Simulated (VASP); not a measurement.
Input:

```
ZnTe
1.0
    0.00000     3.08845     3.08845
    3.08845     0.00000     3.08845
    3.08845     3.08845     0.00000
Zn Te
1 1
Direct
  0.00000   0.00000   0.00000
  0.25000   0.25000   0.25000
```

These are modified Becke-Johnson potential (mBJ) with spin-orbit coupling, VASP's PBE PAW potentials (set 64) (plane waves; VASP) values and carry that method's errors. Settings: 350 eV cut-off, 6×6×6 Γ-centred mesh, Gaussian smearing of 0.050 eV, potentials Zn Te.

mBJ is a potential without an energy functional, so only the levels count.

**Question.** What does the run give for the band gap (over mesh and band path) with the smallest direct gap where there is one?

**Answer.** 
```yaml
band gap (over mesh and band path): 2.04 eV
smallest direct gap (over mesh and band path): 2.04 eV
```

The absolute energy has meaning only against runs of the same code, potentials and settings.

The compound is ZnTe in the zinc blende structure. It was relaxed first. The cell's shape comes from a PBE relaxation.
